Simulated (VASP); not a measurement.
# CuI (Marshite) (F-43m) in VASP: further runs

One crystal, CuI (Marshite), is run at these levels: PBE; tasks: relaxation of the atoms.

Everything below comes from runs of VASP 6.6.1. Logs are shortened: lines on timing, memory, paths and dates and some standing lists are left out, and cuts for length are marked.

## Step 1: The crystal as given

The structure is cubic, space group F-43m (No. 216). Conventional cell: a = 6.080 Å, b = 6.080 Å, c = 6.080 Å, α = 90.00°, β = 90.00°, γ = 90.00°. Around Cu (site symmetry -43m) lie 4 I at 2.63 Å. I (site symmetry -43m) has 4 Cu at 2.63 Å as nearest neighbours.

## Step 2: Relaxation of the atoms, PBE

INCAR reads:

```
SYSTEM = CuI
PREC = Accurate
ENCUT = 600
EDIFF = 1E-7
ISMEAR = 0
SIGMA = 0.03
LREAL = .FALSE.
LASPH = .TRUE.
NELM = 80
ALGO = Fast
ISIF = 2
LWAVE = .FALSE.
LCHARG = .FALSE.
GGA = PE
IBRION = 2
NSW = 40
EDIFFG = -0.01
```

KPOINTS reads:

```
Automatic mesh
0
G
  8 8 8
  0 0 0
```

POSCAR reads:

```
CuI                                     
1.0
    0.0000000000      3.0398286185      3.0398286185
    3.0398286185      0.0000000000      3.0398286185
    3.0398286185      3.0398286185      0.0000000000
  Cu              I             
     1     1
Direct
     0.2500000000000000    0.2500000000000000    0.2500000000000000
     0.0000000000000000    0.0000000000000000    0.0000000000000000
```

Potentials or basis: VASP PAW PBE potentials, release 64 (Cu, I).

Run with:

```console
$ cat potpaw_PBE.64/Cu/POTCAR potpaw_PBE.64/I/POTCAR > POTCAR
$ mpirun -np 1 vasp_std > vasp.out
```

OUTCAR:

```text
SYSTEM = CuI
   PREC = Accurate
   ENCUT = 600
   EDIFF = 1E-7
   ISMEAR = 0
   LREAL = .FALSE.
   LASPH = .TRUE.
   NELM = 80
   ISIF = 2
   GGA = PE
   IBRION = 2
   NSW = 40
   EDIFFG = -0.01

 ion  position               nearest neighbor table
   1  0.250  0.250  0.250-   2 2.63   2 2.63   2 2.63   2 2.63
   2  0.000  0.000  0.000-   1 2.63   1 2.63   1 2.63   1 2.63

  LATTYP: Found a face centered cubic cell.
 ALAT       =     6.0796572370

  Lattice vectors:

 A1 = (   0.0000000000,   3.0398286185,   3.0398286185)
 A2 = (   3.0398286185,   0.0000000000,   3.0398286185)
 A3 = (   3.0398286185,   3.0398286185,   0.0000000000)

Analysis of symmetry for initial positions (statically):
=====================================================================
 Subroutine PRICEL returns:
 Original cell was already a primitive cell.

 Routine SETGRP: Setting up the symmetry group for a
 face centered cubic supercell.

 Subroutine GETGRP returns: Found 24 space group operations
 (whereof 24 operations were pure point group operations)
 out of a pool of 48 trial point group operations.

The static configuration has the point symmetry T_d .

Analysis of symmetry for dynamics (positions and initial velocities):
=====================================================================
 Subroutine PRICEL returns:
 Original cell was already a primitive cell.

 Routine SETGRP: Setting up the symmetry group for a
 face centered cubic supercell.

 Subroutine GETGRP returns: Found 24 space group operations
 (whereof 24 operations were pure point group operations)
 out of a pool of 48 trial point group operations.

The dynamic configuration has the point symmetry T_d .

 Subroutine INISYM returns: Found 24 space group operations
 (whereof 24 operations are pure point group operations),
 and found     1 'primitive' translations

----------------------------------------------------------------------------------------

                                     Primitive cell

  volume of cell :      56.1794

  direct lattice vectors                    reciprocal lattice vectors
     0.000000000  3.039828619  3.039828619    -0.164482957  0.164482957  0.164482957
     3.039828619  0.000000000  3.039828619     0.164482957 -0.164482957  0.164482957
     3.039828619  3.039828619  0.000000000     0.164482957  0.164482957 -0.164482957

  length of vectors
     4.298966860  4.298966860  4.298966860     0.284892839  0.284892839  0.284892839

[... 88 lines left out ...]
   POTIM  = 0.5000    time-step for ionic-motion
   TEBEG  =    0.0;   TEEND  =   0.0 temperature during run
   PSTRESS=    0.0 pullay stress
   NELECT =      18.0000    total number of electrons
   NUPDOWN=      -1.0000    fix difference up-down
   EMIN   =  10.00;   EMAX   =-10.00  energy-range for DOS
   EFERMI =   0.00;   METHOD = LEGACY
   ISMEAR =     0;   SIGMA  =   0.03  broadening in eV -4-tet -1-fermi 0-gaus
   EFERMI_NEDOS =   21; number of points for ismear=-14 and -15
   IALGO  =     68    algorithm
   IMIX   =      4    mixing-type and parameters
     AMIX     =   0.40;   BMIX     =  1.00
     AMIX_MAG =   1.60;   BMIX_MAG =  1.00
  volume/ion in A,a.u.               =      28.09       189.56
  Fermi-wavevector in a.u.,A,eV,Ry     =   1.120228  2.116925 17.074109  1.254912
  Thomas-Fermi vector in A             =   2.256873
   LORBIT       =      0    0 simple, 1 ext, 2 COOP (PROOUT), +10 PAW based schemes
   GGA     = PE    functional components
   LHFCALC =     F    Hartree Fock is set to
   AEXX    =    0.0000 exact exchange contribution
   IVDW    =     0    specifies the selected vdW correction
   LEPSILON=     F    determine dielectric tensor
   LRPA    =     F    only Hartree local field effects (RPA)
 conjugate gradient relaxation of ions
 non-spin polarized calculation
 RMM-DIIS sequential band-by-band and
 Gauss-broadening in eV      SIGMA  =   0.03
  energy-cutoff  :      600.00
  volume of cell :       56.18
 maximum number of plane-waves:      1895
 NGX is ok and might be reduce to    36
   NGX = 17   NGY = 17   NGZ = 17

 number of electron      18.0000008 magnetization

 Free energy of the ion-electron system (eV)
  ---------------------------------------------------
  ext. energy  EPLUGINS =         0.00000000
  ---------------------------------------------------
  free energy    TOTEN  =        -5.56259951 eV

  energy without entropy =       -5.56259951  energy(sigma->0) =       -5.56259951

 E-fermi :   4.4839     XC(G=0):  -8.8988

 val. band max:        4.3417944565   @ k =   0.0000   0.0000   0.0000
 cond. band min:       5.4638238782   @ k =   0.0000   0.0000   0.0000
 fundamental gap:      1.1220294217
 Fermi energy:         4.4838858801

 k-point     1 :       0.0000    0.0000    0.0000
  band No.  band energies     occupation
      1      -9.6254      2.00000
      2       0.7400      2.00000
      3       0.7400      2.00000
      4       0.7400      2.00000
      5       2.5244      2.00000
      6       2.5244      2.00000
      7       4.3418      2.00000
      8       4.3418      2.00000
      9       4.3418      2.00000
     10       5.4638      0.00000
     11       9.2223      0.00000
     12       9.2223      0.00000
     13       9.2223      0.00000
[... 354 lines left out ...]
  band No.  band energies     occupation
      1      -8.9950      2.00000
      2      -0.9325      2.00000
      3       0.2039      2.00000
      4       0.7107      2.00000
      5       2.4619      2.00000
      6       2.5357      2.00000
      7       2.6488      2.00000
      8       3.0655      2.00000
      9       3.3596      2.00000
     10       7.8156      0.00000
     11       9.0253      0.00000
     12      10.5368      0.00000
     13      11.7209      0.00000

 [... further k-points ...]
[... 5 lines left out ...]
  --------------------------------------------------------------------------------------
  -------------------------------------------------------------------------------------
  Total        0.0145403      0.0145403      0.0145403      0.0000000      0.0000000      0.0000000
  in kB        0.4146732      0.4146732      0.4146732      0.0000000      0.0000000      0.0000000
  external PRESSURE =       0.4146732 kB  Pullay stress =       0.0000000 kB

 VOLUME and BASIS-vectors are now :
 -----------------------------------------------------------------------------
  energy-cutoff  :      600.00
  volume of cell :       56.18
      direct lattice vectors                 reciprocal lattice vectors
     0.000000000  3.039828619  3.039828619    -0.164482957  0.164482957  0.164482957
     3.039828619  0.000000000  3.039828619     0.164482957 -0.164482957  0.164482957
     3.039828619  3.039828619  0.000000000     0.164482957  0.164482957 -0.164482957

 POSITION                                       TOTAL-FORCE (eV/Angst)
 -----------------------------------------------------------------------------------
      1.51991      1.51991      1.51991         0.000000      0.000000      0.000000
      0.00000      0.00000      0.00000        -0.000000     -0.000000     -0.000000
 -----------------------------------------------------------------------------------
    total drift:                                0.000001      0.000001      0.000001

  FREE ENERGIE OF THE ION-ELECTRON SYSTEM (eV)
  ---------------------------------------------------
  free  energy   TOTEN  =        -5.5625995061 eV

  energy  without entropy=       -5.5625995061  energy(sigma->0) =       -5.56259951

 reached required accuracy - stopping structural energy minimisation
```

Run time: 13 s. Hardware: 1 thread of Intel Xeon 6975P-C (Granite Rapids), shared host; peak memory 0.21 GiB.

Results:

```
Free energy             : -5.5626 eV
Pressure after relaxing : 0.0 GPa
Band gap on the k mesh  : 1.12 eV, direct
```

Final structure:
```
Cu I
1.0
     0.00000    3.03983    3.03983
     3.03983    0.00000    3.03983
     3.03983    3.03983    0.00000
Cu I
1 1
Direct
  0.25000 0.25000 0.25000
  0.00000 0.00000 0.00000
```

Levels at points of the mesh, in eV from the valence-band top:
```tsv
k point	band 7	band 8	band 9	band 10	band 11	band 12
(0.00, 0.00, 0.00)	0.00	0.00	0.00	1.12	4.88	4.88
(0.50, 0.00, 0.00)	-1.75	-0.69	-0.69	2.15	5.41	5.41
(0.50, 0.50, 0.00)	-1.73	-1.47	-1.47	2.73	2.91	9.13
```

Caveat: the relaxation stopped at its first step, so nothing moved; spin-orbit coupling is left out, which moves the levels of the heavy elements.

(Part 1 of 2 ends here.)
